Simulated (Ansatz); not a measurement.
## GaSb (F-43m), clamped-ion strain scan

Method: Ansatz, DFT PBE, scalar-relativistic, plane waves, PAW. Settings: plane waves to 420 eV, k-mesh 14×14×14 (Γ-centred), Gaussian smearing 0.15 eV. Spin–orbit coupling is left out, which matters for the heavy elements here. No spin polarisation. Energies are free energies at this smearing, counted from the undisturbed cell; pressure is positive in compression.

The starting cell (as given, not relaxed at this level; it stands at 2.3 GPa):

```yaml
crystal:
  lattice:
    - [0.00000, 3.05900, 3.05900]
    - [3.05900, 0.00000, 3.05900]
    - [3.05900, 3.05900, 0.00000]
  atoms:
    - { symbol: Ga, position: [0.00000, 0.00000, 0.00000] }
    - { symbol: Sb, position: [0.75000, 0.75000, 0.75000] }
```

The cell is strained by ε times the Voigt pattern (1, 0, 0, 0, 0, 0) (xx, yy, zz, yz, xz, xy; engineering shear) with fractional coordinates fixed.

```
      ε  ΔE (meV/atom) stress summed along the pattern (GPa, tension positive) pressure (GPa) gap on the mesh (eV)
-0.0600           53.4                                                    -7.75             6.2                  0.22
-0.0300           19.4                                                    -4.95             4.1                  0.13
 0.0000            0.0                                                    -2.33             2.3                  0.00
 0.0150           -4.6                                                    -1.10             1.5                  0.00
 0.0450           -4.2                                                     1.21             0.1                  0.00
 0.0600            0.5                                                     2.28            -0.5                  0.00
```